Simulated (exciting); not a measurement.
A run of exciting (release sodium) is set up as follows.

input.xml

```xml
<input>
  <title>GaAs</title>
  <structure speciespath="./" tshift="false">
    <crystal scale="1">
      <basevect>0.000000000000 5.341972295398 5.341972295398</basevect>
      <basevect>5.341972295398 0.000000000000 5.341972295398</basevect>
      <basevect>5.341972295398 5.341972295398 0.000000000000</basevect>
    </crystal>
    <species speciesfile="As.xml" rmt="2">
      <atom coord="0.750000000000 0.750000000000 0.750000000000"/>
    </species>
    <species speciesfile="Ga.xml" rmt="2">
      <atom coord="0.000000000000 0.000000000000 0.000000000000"/>
    </species>
  </structure>
  <groundstate do="fromscratch" ngridk="8 8 8" rgkmax="9" gmaxvr="14" lmaxapw="10" lmaxmat="10" lmaxvr="8" xctype="GGA_PBE" stype="Fermi Dirac" swidth="0.00183747" nempty="10" ValenceRelativity="iora*" epsengy="1e-05" epspot="1e-05" maxscl="60" outputlevel="normal"/>
  <properties>
    <bandstructure>
      <plot1d>
        <path steps="80">
          <point coord="0 0 0" label="G"/>
          <point coord="0.5 0 0.5" label="X"/>
          <point coord="0.5 0.25 0.75" label="W"/>
          <point coord="0.375 0.375 0.75" label="K"/>
          <point coord="0 0 0" label="G"/>
          <point coord="0.5 0.5 0.5" label="L"/>
          <point coord="0.625 0.25 0.625" label="U"/>
          <point coord="0.5 0.25 0.75" label="W"/>
          <point coord="0.5 0.5 0.5" label="L"/>
          <point coord="0.375 0.375 0.75" label="K" breakafter="true"/>
          <point coord="0.625 0.25 0.625" label="U"/>
          <point coord="0.5 0 0.5" label="X"/>
        </path>
      </plot1d>
    </bandstructure>
    <dos nwdos="300" winddos="-0.6 0.5" inttype="tetra" ngrdos="100" nsmdos="0"/>
  </properties>
</input>
```

Potentials or basis: all-electron LAPW+lo, shipped species files, valence relativity iora*.

The run is started by

```sh
$ OMP_NUM_THREADS=1 exciting_smp
```

Predict the band gap along the path.

0.51 eV, direct.

What does it give for the band gap on the k mesh?

0.51 eV, direct.

Levels at the corners of the path, in eV from the valence-band top:
| point | band 10 | band 11 | band 12 | band 13 | band 14 | band 15 | band 16 | band 17 | band 18 | band 19 |
| --- | --- | --- | --- | --- | --- | --- | --- | --- | --- | --- |
| Γ | -14.70 | -12.72 | 0.00 | 0.00 | 0.00 | 0.51 | 3.74 | 3.74 | 3.74 | 7.61 |
| X | -14.69 | -10.22 | -6.81 | -2.67 | -2.67 | 1.48 | 1.67 | 10.17 | 10.17 | 10.99 |
| W | -14.70 | -10.17 | -6.63 | -3.53 | -3.33 | 4.62 | 4.73 | 5.42 | 6.06 | 11.07 |
| K | -14.69 | -10.26 | -6.63 | -3.85 | -2.25 | 1.97 | 4.64 | 7.96 | 8.07 | 8.67 |
| Γ | -14.70 | -12.72 | 0.00 | 0.00 | 0.00 | 0.51 | 3.74 | 3.74 | 3.74 | 7.61 |
| L | -14.70 | -10.96 | -6.63 | -1.14 | -1.14 | 1.00 | 4.65 | 4.65 | 7.77 | 10.41 |
| U | -14.69 | -10.26 | -6.63 | -3.85 | -2.25 | 1.97 | 4.64 | 7.96 | 8.07 | 8.67 |
| W | -14.70 | -10.17 | -6.63 | -3.53 | -3.33 | 4.62 | 4.73 | 5.42 | 6.06 | 11.07 |
| L | -14.70 | -10.96 | -6.63 | -1.14 | -1.14 | 1.00 | 4.65 | 4.65 | 7.77 | 10.41 |
| K | -14.69 | -10.26 | -6.63 | -3.85 | -2.25 | 1.97 | 4.64 | 7.96 | 8.07 | 8.67 |
| U | -14.69 | -10.26 | -6.63 | -3.85 | -2.25 | 1.97 | 4.64 | 7.96 | 8.07 | 8.67 |
| X | -14.69 | -10.22 | -6.81 | -2.67 | -2.67 | 1.48 | 1.67 | 10.17 | 10.17 | 10.99 |

Caveat: the tetrahedron DOS on this energy grid can lose part of the weight of narrow d or f bands.

**What was measured.**

From “Evidence of valence band perturbations in GaAsN/GaAs(001): A combined variable-angle spectroscopic ellipsometry and modulated photoreflectance investigation”, 2008, arxiv:0805.2212, for a bulk crystal of GaAs at 300 K: band gap 1.412 ± 0.01 eV (direct).

A measured gap of GaAs is 1.412 eV (direct; 300 K; “Evidence of valence band perturbations in GaAsN/GaAs(001): A combined variable-angle spectroscopic ellipsometry and modulated photoreflectance investigation”, 2008, arxiv:0805.2212); the calculated 0.51 eV misses it by -0.90 eV. 3 values of this kind are on record (1.412 to 1.51 eV); this one was drawn at random among those near their median, those with a stated uncertainty first. Spin-orbit coupling on As, Ga is left out. The value is that of PBE, without temperature or zero-point motion. Semilocal functionals fall short of measured gaps as a rule.
